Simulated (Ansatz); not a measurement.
# SnO: relaxation of cell and atoms with PBE+D4

SnO:

```
Sn O
1.0
     3.81370    0.00000    0.00000
     0.00000    3.81370    0.00000
     0.00000    0.00000    4.88691
Sn O
2 2
Direct
  0.50000 0.00000 0.76463
  0.00000 0.50000 0.23537
  0.00000 0.00000 0.00000
  0.50000 0.50000 0.00000
```

The cell is a database's computed one.

| Item | Value |
| --- | --- |
| Program | Ansatz 0.2.0 |
| Task | relaxation of cell and atoms |
| Functional | PBE |
| Dispersion | D4 |
| Potentials or basis | Ansatz PAW |
| Cutoff | 420 eV (not typed: the program's choice for these potentials) |
| k mesh | 7 × 7 × 6 |
| Occupations | fermi-dirac, width 0.05 eV |
| Spin | no spin polarisation |

```yaml
Relaxed_volume: 17.44 Å³/atom
Relaxed_cell: a = 3.836 Å, b = 3.836 Å, c = 4.742 Å, α = 90.00°, β = 90.00°, γ = 90.00°
Space_group_after_relaxing_to_0.05_Å: P4/nmm (No. 129)
Energy_gained_by_relaxing: 4.2 meV/atom
Ionic_steps: 8
Pressure_after_relaxing: 0.0 GPa
```

Forces on the atoms (eV/Å):
```
Sn   0.000  0.000  0.003
Sn   0.000  0.000 -0.003
O    0.000  0.000  0.000
O    0.000  0.000  0.000
```

Step by step:
```
step  energy change (eV)  largest force (eV/Å)  volume (Å³)
   1              0.0000                0.3903        71.08
   2             -0.0093                0.3847        68.51
   3             -0.0179                0.0372        69.80
   4             -0.0182                0.0111        70.00
   5             -0.0185                0.0011        69.97
   6             -0.0164                0.0018        69.97
   7             -0.0171                0.0029        69.77
   8             -0.0166                0.0027        69.77
```

Final structure:
```cif
data_structure
_symmetry_space_group_name_H-M 'P 1'
_symmetry_Int_Tables_number 1
_cell_length_a 3.8360
_cell_length_b 3.8360
_cell_length_c 4.7417
_cell_angle_alpha 90.000
_cell_angle_beta 90.000
_cell_angle_gamma 90.000
_cell_volume 69.77
loop_
_atom_site_label
_atom_site_type_symbol
_atom_site_fract_x
_atom_site_fract_y
_atom_site_fract_z
_atom_site_occupancy
Sn1 Sn 0.50000 0.00000 0.75576 1
Sn2 Sn 0.00000 0.50000 0.24424 1
O1 O 0.00000 0.00000 0.00000 1
O2 O 0.50000 0.50000 0.00000 1
```

Wall time 54 s on 2 threads of Intel(R) Xeon(R) Processor @ 2.50GHz (Skylake/Cascade Lake), with other jobs on the host, peak memory 0.4 GiB.

Caveat: the plane-wave basis is chosen anew once the cell has moved, so the energies of steps on either side of that aren't comparable; the pressure holds a Pulay correction of +0.5 GPa for the finite cutoff.
